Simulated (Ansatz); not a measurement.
Cubic perovskite CsPbI3 (cubic high-temperature phase)

The numbers are results of RPBE (plane waves, PAW; Ansatz, an electronic-structure program), not measurements.

Run with plane-wave cutoff 520 eV, 6×6×6 k mesh, Fermi–Dirac smearing 0.01 eV, scalar-relativistic PAW data made under PBE.

Cell (relaxed at this level):

```xyz
5
Lattice="6.5464 0.0000 0.0000 0.0000 6.5464 0.0000 0.0000 0.0000 6.5464" Properties=species:S:1:pos:R:3 pbc="T T T"
Cs     0.0000     0.0000     0.0000
Pb     3.2732     3.2732     3.2732
I      3.2732     0.0000     3.2732
I      0.0000     3.2732     3.2732
I      3.2732     3.2732     0.0000
```

bulk modulus: 12.2 GPa
band gap: 1.73 eV
direct gap at Γ: 4.42 eV
pressure derivative B′ of the bulk modulus: 4.6

Note: the cell is over a tenth larger than the published one: the level's own overestimate first of all, though another phase or state, or a fault of the published cell, is possible; the relaxation could not lower the start's symmetry, so the cell can be a saddle point above a distorted one.

Spin–orbit coupling is not included; with these elements it can move the gap by several tenths of an eV or more.

The computed numbers hold no vibrational or temperature effects.

The result took very roughly 4 core-minutes.
